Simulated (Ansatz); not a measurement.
# Computed properties of CuO

```
CELL_PARAMETERS angstrom
3.14794 0.00000 0.00000
-1.57397 2.72620 0.00000
0.00000 0.00000 5.38604
ATOMIC_POSITIONS crystal
Cu 0.33333 0.66667 0.00882
Cu 0.66667 0.33333 0.50882
O 0.33333 0.66667 0.36718
O 0.66667 0.33333 0.86718
```

Atom numbers follow the list: Cu1, Cu2, O3, O4.

The cell was built from the wurtzite type and relaxed in the same program, and has space group P6_3mc; it needn't be a known or the stable phase.

Without spin polarisation or U, such a compound can come out metallic where the real one is a magnetic insulator.

Levels of theory: DFT, PBE, all-electron LAPW, scalar-relativistic (Ansatz 0.2.0); DFT, PBE, PAW with Ansatz's default frozen-core files, scalar-relativistic (Ansatz 0.2.0).

For LAPW: a Γ-centred 13×13×7 k mesh, Fermi–Dirac smearing of 0.05 eV, basis error target 1 meV/atom, no spin polarisation. PAW takes a cutoff of 420 eV at this cell. The Ansatz runs share mesh, smearing and spin set-up. Values come from LAPW unless marked.

```json
{
  "Löwdin charges (with 0.30 e of the cell spilling out of the atomic basis, so their sizes and signs hang on that basis)": "Cu1 1.11, O3 -0.96 e",
  "Pressure at this cell": "0.03 GPa",
  "Volume per atom": "11.56 Å³"
}
```

Task: Predict this quantity. Bader charges (from the PAW run).

Result: Cu1 +1.02, O3 -1.02 e.

Task: Predict this quantity. Band gap.

Result: none: bands cross the Fermi level, a metal.

Task: Give the computed value. Density of states at the Fermi level (0.2 eV bin).

Result: 4.97 states/eV per cell.
